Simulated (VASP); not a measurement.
# MgI2 (R-3m) in VASP: settings compared

Aim: see how the results for MgI2 move with the level of theory and the settings. Levels: r2SCAN, PBE. Tasks: single point.

Program: VASP 6.6.1. These are calculated values, not measurements. Logs are shortened: lines on timing, memory, paths and dates and some standing lists are left out, and cuts for length are marked.

**1. The cell of the first run**

It takes space group R-3m (No. 166, trigonal). Conventional cell: a = 4.170 Å, b = 4.170 Å, c = 20.741 Å, α = 90.00°, β = 90.00°, γ = 120.00°. Mg (site symmetry -3m) has 6 I at 2.93 Å as nearest neighbours. I (site symmetry 3m) has 3 Mg at 2.93 Å as nearest neighbours.

The cell was built by a generator and needn't be a form met in nature.

**2. Single point, r2SCAN (hydrostatic strain +0.3%)**

POSCAR reads:

```
MgI2
1.0
    2.0851218731      1.2038456747      6.9137122640
   -2.0851218731      1.2038456747      6.9137122640
    0.0000000000     -2.4076913494      6.9137122640
Mg I
1 2
Direct
    0.0000000000      0.0000000000      0.0000000000
    0.2530732720      0.2530732720      0.2530732720
    0.7469267280      0.7469267280      0.7469267280
```

INCAR.step1 reads:

```
SYSTEM = MgI2
PREC = Accurate
ENCUT = 520
ISMEAR = 0
SIGMA = 0.01
LREAL = .FALSE.
LASPH = .TRUE.
NELM = 100
NBANDS = 15
GGA = PE
ALGO = Normal
EDIFF = 1E-4
LWAVE = .TRUE.
LCHARG = .FALSE.
```

INCAR.step2 reads:

```
SYSTEM = MgI2
PREC = Accurate
ENCUT = 520
EDIFF = 1E-6
ISMEAR = 0
SIGMA = 0.01
LREAL = .FALSE.
LASPH = .TRUE.
NELM = 100
ALGO = Normal
ISIF = 2
LWAVE = .FALSE.
LCHARG = .TRUE.
METAGGA = R2SCAN
LMIXTAU = .TRUE.
LELF = .TRUE.
LVHAR = .TRUE.
NBANDS = 15
ISTART = 1
```

KPOINTS reads:

```
regular mesh
0
G
  8 8 8
  0 0 0
```

Potentials or basis: VASP PAW PBE potentials, release 64 (Mg, I).

Launch:

```sh
> cat potpaw_PBE.64/Mg/POTCAR potpaw_PBE.64/I/POTCAR > POTCAR
> cp INCAR.step1 INCAR
> mpirun -np 1 vasp_std > vasp.out
> cp INCAR.step2 INCAR
> mpirun -np 1 vasp_std > vasp.out
```

OUTCAR:

```text
SYSTEM = MgI2
   PREC = Accurate
   ENCUT = 520
   EDIFF = 1E-6
   ISMEAR = 0
   LREAL = .FALSE.
   LASPH = .TRUE.
   NELM = 100
   ISIF = 2
   METAGGA = R2SCAN
   ISTART = 1

 ion  position               nearest neighbor table
   1  0.000  0.000  0.000-   3 2.93   2 2.93   3 2.93   3 2.93   2 2.93   2 2.93
   2  0.253  0.253  0.253-   1 2.93   1 2.93   1 2.93
   3  0.747  0.747  0.747-   1 2.93   1 2.93   1 2.93

  LATTYP: Found a trigonal (rhomboedric) cell.
 ALAT       =     7.3209558736
 COS(alpha) =     0.8377602362

  Lattice vectors:

 A1 = (   2.0851218731,   1.2038456747,   6.9137122640)
 A2 = (  -2.0851218731,   1.2038456747,   6.9137122640)
 A3 = (   0.0000000000,  -2.4076913494,   6.9137122640)

Analysis of symmetry for initial positions (statically):
=====================================================================
 Subroutine PRICEL returns:
 Original cell was already a primitive cell.

 Routine SETGRP: Setting up the symmetry group for a
 trigonal (rhombohedral) supercell.

 Subroutine GETGRP returns: Found 12 space group operations
 (whereof 12 operations were pure point group operations)
 out of a pool of 12 trial point group operations.

The static configuration has the point symmetry D_3d.

Analysis of symmetry for dynamics (positions and initial velocities):
=====================================================================
 Subroutine PRICEL returns:
 Original cell was already a primitive cell.

 Routine SETGRP: Setting up the symmetry group for a
 trigonal (rhombohedral) supercell.

 Subroutine GETGRP returns: Found 12 space group operations
 (whereof 12 operations were pure point group operations)
 out of a pool of 12 trial point group operations.

The dynamic configuration has the point symmetry D_3d.

 Subroutine INISYM returns: Found 12 space group operations
 (whereof 12 operations are pure point group operations),
 and found     1 'primitive' translations

----------------------------------------------------------------------------------------

                                     Primitive cell

  volume of cell :     104.1273

  direct lattice vectors                    reciprocal lattice vectors
     2.085121873  1.203845675  6.913712264     0.239794137  0.138445210  0.048213365
    -2.085121873  1.203845675  6.913712264    -0.239794137  0.138445210  0.048213365
     0.000000000 -2.407691349  6.913712264     0.000000000 -0.276890419  0.048213365

  length of vectors
     7.320955874  7.320955874  7.320955874     0.281056636  0.281056636  0.281056636

  position of ions in fractional coordinates (direct lattice)
     0.000000000  0.000000000  0.000000000
     0.253073272  0.253073272  0.253073272
     0.746926728  0.746926728  0.746926728

  ion indices of the primitive-cell ions
   primitive index   ion index
                 1           1
                 2           2
                 3           3

----------------------------------------------------------------------------------------

 KPOINTS: regular mesh

Automatic generation of k-mesh.
 Grid dimensions read from file:
 generate k-points for:    8    8    8

 Generating k-lattice:

  Cartesian coordinates                     Fractional coordinates (reciprocal lattice)
     0.029974267  0.017305651  0.006026671     0.125000000 -0.000000000  0.000000000
    -0.029974267  0.017305651  0.006026671    -0.000000000  0.125000000  0.000000000
     0.000000000 -0.034611302  0.006026671     0.000000000  0.000000000  0.125000000

  Length of vectors
     0.035132080  0.035132080  0.035132080

  Shift w.r.t. Gamma in fractional coordinates (k-lattice)
     0.000000000  0.000000000  0.000000000

 Subroutine IBZKPT returns following result:
 ===========================================

 Found     65 irreducible k-points:

 Following reciprocal coordinates:
            Coordinates               Weight
  0.000000  0.000000  0.000000      1.000000
  0.125000 -0.000000  0.000000      6.000000
  0.250000 -0.000000  0.000000      6.000000
  0.375000 -0.000000  0.000000      6.000000
  0.500000 -0.000000  0.000000      3.000000
  0.125000  0.125000  0.000000      6.000000
[... 16 lines left out ...]
  0.250000  0.125000  0.125000      6.000000
  0.375000  0.125000  0.125000      6.000000
 [... further k-points ...]
   k-points           NKPTS =     65   k-points in BZ     NKDIM =     65   number of bands    NBANDS=     15
   number of dos      NEDOS =    301   number of ions     NIONS =      3
   total plane-waves  NPLWV = 157464
   dimension x,y,z NGX =    54 NGY =   54 NGZ =   54
   dimension x,y,z NGXF=   108 NGYF=  108 NGZF=  108
   ions per type =               1   2
   NGX,Y,Z   is equivalent  to a cutoff of  12.26, 12.26, 12.26 a.u.
   NGXF,Y,Z  is equivalent  to a cutoff of  24.52, 24.52, 24.52 a.u.
 SYSTEM =  MgI2
   PREC   = accura    normal or accurate (medium, high low for compatibility)
   ISTART =      1    job   : 0-new  1-cont  2-samecut
   ICHARG =      0    charge: 1-file 2-atom 10-const
   ISPIN  =      1    spin polarized calculation?
   LNONCOLLINEAR =      F non collinear calculations
   LSORBIT =      F    spin-orbit coupling
   LASPH  =      T    aspherical Exc in radial PAW
   ENCUT  =  520.0 eV  38.22 Ry    6.18 a.u.  13.61 13.61 13.61*2*pi/ulx,y,z
   NELM   =    100;   NELMIN=  2; NELMDL=  0     # of ELM steps
   EDIFF  = 0.1E-05   stopping-criterion for ELM
   LREAL  =      F    real-space projection
   EDIFFG = 0.1E-04   stopping-criterion for IOM
   NSW    =      0    number of steps for IOM
   IBRION =     -1    ionic relax: 0-MD 1-quasi-New 2-CG
   NFREE  =      0    steps in history (QN), initial steepest desc. (CG)
   ISIF   =      2    stress and relaxation
   ISYM   =      2    0-nonsym 1-usesym 2-fastsym
   POTIM  = 0.5000    time-step for ionic-motion
   TEBEG  =    0.0;   TEEND  =   0.0 temperature during run
   PSTRESS=    0.0 pullay stress
   NELECT =      16.0000    total number of electrons
   NUPDOWN=      -1.0000    fix difference up-down
   EMIN   =  10.00;   EMAX   =-10.00  energy-range for DOS
   EFERMI =   0.00;   METHOD = LEGACY
   ISMEAR =     0;   SIGMA  =   0.01  broadening in eV -4-tet -1-fermi 0-gaus
   EFERMI_NEDOS =   21; number of points for ismear=-14 and -15
   IALGO  =     38    algorithm
   IMIX   =      4    mixing-type and parameters
     AMIX     =   0.40;   BMIX     =  1.00
     AMIX_MAG =   1.60;   BMIX_MAG =  1.00
  volume/ion in A,a.u.               =      34.71       234.23
  Fermi-wavevector in a.u.,A,eV,Ry     =   0.876853  1.657011 10.461116  0.768870
  Thomas-Fermi vector in A             =   1.996720
   LORBIT       =      0    0 simple, 1 ext, 2 COOP (PROOUT), +10 PAW based schemes
   METAGGA = R2SCAN    functional components
   LHFCALC =     F    Hartree Fock is set to
   AEXX    =    0.0000 exact exchange contribution
   IVDW    =     0    specifies the selected vdW correction
   LEPSILON=     F    determine dielectric tensor
   LRPA    =     F    only Hartree local field effects (RPA)
 non-spin polarized calculation
 Gauss-broadening in eV      SIGMA  =   0.01
  energy-cutoff  :      520.00
  volume of cell :      104.13
 maximum number of plane-waves:      2833
   NGX = 27   NGY = 27   NGZ = 27

 number of electron      16.0000000 magnetization

 Free energy of the ion-electron system (eV)
  ---------------------------------------------------
  ext. energy  EPLUGINS =         0.00000000
  ---------------------------------------------------
  free energy    TOTEN  =       -56.92875432 eV

  energy without entropy =      -56.92875432  energy(sigma->0) =      -56.92875432

 E-fermi :   1.9318     XC(G=0):  -8.4954

 val. band max:        1.8724123035   @ k =   0.0000   0.0000   0.0000
 cond. band min:       5.6943265326   @ k =   0.5000   0.5000   0.0000
 fundamental gap:      3.8219142291
 Fermi energy:         1.9318375775

 k-point     1 :       0.0000    0.0000    0.0000
  band No.  band energies     occupation
      1     -10.5277      2.00000
      2      -9.7903      2.00000
      3      -1.6186      2.00000
      4       1.3956      2.00000
      5       1.3956      2.00000
      6       1.7971      2.00000
      7       1.7971      2.00000
      8       1.8724      2.00000
      9       6.3455      0.00000
     10       7.2556      0.00000
     11       8.9714      0.00000
     12       8.9714      0.00000
     13      10.1368      0.00000
     14      10.3225      0.00000
     15      10.3225      0.00000

 k-point     2 :       0.1250   -0.0000    0.0000
  band No.  band energies     occupation
      1     -10.4421      2.00000
      2      -9.7495      2.00000
      3      -1.4952      2.00000
      4       0.8314      2.00000
      5       1.2350      2.00000
      6       1.2582      2.00000
      7       1.7022      2.00000
      8       1.7994      2.00000
      9       6.9226      0.00000
     10       7.7903      0.00000
     11       8.5407      0.00000
     12       9.2884      0.00000
     13       9.7996      0.00000
     14      10.6557      0.00000
     15      10.6973      0.00000
[... 365 lines left out ...]
      3      -1.3684      2.00000
      4       0.8208      2.00000
      5       1.1779      2.00000
      6       1.3021      2.00000
      7       1.6425      2.00000
      8       1.6496      2.00000
      9       7.0876      0.00000
     10       7.8694      0.00000
     11       8.6691      0.00000
     12       9.2810      0.00000
     13       9.5588      0.00000
     14      10.7351      0.00000
     15      10.7824      0.00000

 k-point    24 :       0.3750    0.1250    0.1250
  band No.  band energies     occupation
      1     -10.1799      2.00000
      2      -9.6986      2.00000
      3      -1.1312      2.00000
      4      -0.1562      2.00000
      5       0.2893      2.00000
      6       0.9970      2.00000
      7       1.3590      2.00000
      8       1.4435      2.00000
      9       7.0162      0.00000
     10       8.3386      0.00000
     11       8.7871      0.00000
     12       9.8077      0.00000
     13       9.8830      0.00000
     14      10.4135      0.00000
     15      11.2082      0.00000

 [... further k-points ...]

------------------------ aborting loop because EDIFF is reached ----------------------------------------

  FORCE on cell =-STRESS in cart. coord.  units (eV):
  Direction    XX          YY          ZZ          XY          YZ          ZX
  --------------------------------------------------------------------------------------
  -------------------------------------------------------------------------------------
  Total        0.1649375      0.1649375      0.2895632      0.0000000      0.0000000      0.0000000
  in kB        2.5378449      2.5378449      4.4554254      0.0000000      0.0000000      0.0000000
  external PRESSURE =       3.1770384 kB  Pullay stress =       0.0000000 kB

 VOLUME and BASIS-vectors are now :
 -----------------------------------------------------------------------------
  energy-cutoff  :      520.00
  volume of cell :      104.13
      direct lattice vectors                 reciprocal lattice vectors
     2.085121873  1.203845675  6.913712264     0.239794137  0.138445210  0.048213365
    -2.085121873  1.203845675  6.913712264    -0.239794137  0.138445210  0.048213365
     0.000000000 -2.407691349  6.913712264     0.000000000 -0.276890419  0.048213365

 POSITION                                       TOTAL-FORCE (eV/Angst)
 -----------------------------------------------------------------------------------
      0.00000      0.00000      0.00000         0.000000      0.000000      0.000000
      0.00000      0.00000      5.24903         0.000000     -0.000000      0.041261
      0.00000      0.00000     15.49211         0.000000     -0.000000     -0.041261
 -----------------------------------------------------------------------------------
    total drift:                                0.000000      0.000000     -0.000000

  FREE ENERGIE OF THE ION-ELECTRON SYSTEM (eV)
  ---------------------------------------------------
  free  energy   TOTEN  =       -56.9287543230 eV

  energy  without entropy=      -56.9287543230  energy(sigma->0) =      -56.92875432
```

It took 9.9 min on 1 thread of Intel Xeon Platinum 8488C (Sapphire Rapids), shared host; peak memory 0.48 GiB.

Results:

| Property | Result |
| --- | --- |
| Free energy | -56.9288 eV |
| Pressure | 0.3 GPa |
| Largest force | 0.041 eV/Å |
| Band gap on the k mesh | 3.82 eV, indirect (least direct gap 4.24 eV) |

Forces on the atoms (eV/Å):
```
Mg   0.000  0.000  0.000
I    0.000  0.000  0.041
I    0.000  0.000 -0.041
```

Stress tensor (GPa, compression positive):
```
0.25 0.00 0.00
0.00 0.25 0.00
0.00 0.00 0.45
```

Levels at points of the mesh, in eV from the valence-band top:
```tsv
k point	band 5	band 6	band 7	band 8	band 9	band 10	band 11	band 12
(0.00, 0.00, 0.00)	-0.48	-0.08	-0.08	0.00	4.47	5.38	7.10	7.10
(0.50, 0.00, 0.00)	-1.60	-1.24	-1.21	-0.70	4.40	6.00	6.97	7.67
(0.50, 0.50, 0.00)	-1.40	-1.31	-0.47	-0.42	3.82	5.67	5.68	7.56
(0.50, 0.50, 0.50)	-0.38	-0.38	-0.19	-0.19	5.35	5.57	7.27	7.27
```

Caveat: the PAW data sets were made with another functional, which shifts forces and pressure a little; spin-orbit coupling is left out, which moves the levels of the heavy elements. A k mesh can miss the band edges.

**3. Single point, PBE (hydrostatic strain +0.3%)**

INCAR reads:

```
PREC     = Accurate       # precision mode
ENCUT    = 520            # plane-wave cutoff, eV
EDIFF    = 1E-6           # SCF threshold, eV
ISMEAR   = -1             # smearing method
SIGMA    = 0.02           # smearing width, eV
LREAL    = False          # projectors in reciprocal space
LASPH    = True           # aspherical terms in the spheres
NELM     = 100            # most SCF steps
ALGO     = Normal         # electronic algorithm
ISIF     = 2              # what is computed and relaxed
LWAVE    = False          # write WAVECAR
LCHARG   = True           # write CHGCAR
GGA      = PE             # functional
LELF     = True           # ELF
LVHAR    = True         
NBANDS   = 15             # bands
```

KPOINTS reads:

```
Automatic mesh
0
Gamma
  8 8 8
```

POSCAR is that of step 2.

Potentials or basis: VASP PAW PBE potentials, release 64 (Mg, I).

Launch:

```sh
> cat potpaw_PBE.64/Mg/POTCAR potpaw_PBE.64/I/POTCAR > POTCAR
> mpirun -np 1 vasp_std > vasp.out
```

Wall time 2.3 min (1 thread of Intel Xeon Platinum 8488C (Sapphire Rapids), shared host); peak memory 0.43 GiB.

The run converged. Its results:

```yaml
Free_energy: -7.7046 eV
Pressure: 0.9 GPa
Band_gap_on_the_k_mesh: 3.26 eV, indirect (least direct gap 3.66 eV)
```

Stress tensor (GPa, compression positive):
```
0.77 0.00 0.00
0.00 0.77 0.00
0.00 0.00 1.11
```

Levels at points of the mesh, in eV from the valence-band top:
```csv
k point,band 5,band 6,band 7,band 8,band 9,band 10,band 11,band 12
"(0.00, 0.00, 0.00)",-0.45,-0.07,-0.07,0.00,3.67,4.73,6.51,6.51
"(0.50, 0.00, 0.00)",-1.58,-1.21,-1.19,-0.67,3.80,5.44,6.37,7.08
"(0.50, 0.50, 0.00)",-1.36,-1.29,-0.45,-0.41,3.26,5.03,5.15,6.96
"(0.50, 0.50, 0.50)",-0.36,-0.36,-0.18,-0.18,4.59,4.88,6.67,6.67
```

Caveat: spin-orbit coupling is left out, which moves the levels of the heavy elements. A k mesh can miss the band edges.
